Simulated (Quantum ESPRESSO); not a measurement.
# Ag (Fm-3m) in Quantum ESPRESSO: a series of runs

Aim: see how the results for Ag move with the level of theory and the settings. Levels: PBEsol, PBE. Tasks: phonons and electron-phonon coupling, phonons.

Everything below comes from runs of Quantum ESPRESSO 7.5. Logs are shortened: lines on timing, memory, paths and dates and some standing lists are left out, and cuts for length are marked.

### Step 1. The crystal as given

The structure is cubic, space group Fm-3m (No. 225). Conventional cell: a = 4.085 Å, b = 4.085 Å, c = 4.085 Å, α = 90.00°, β = 90.00°, γ = 90.00°. Ag (site symmetry m-3m) is surrounded by 12 Ag at 2.89 Å.

[end of part 1 of 4]
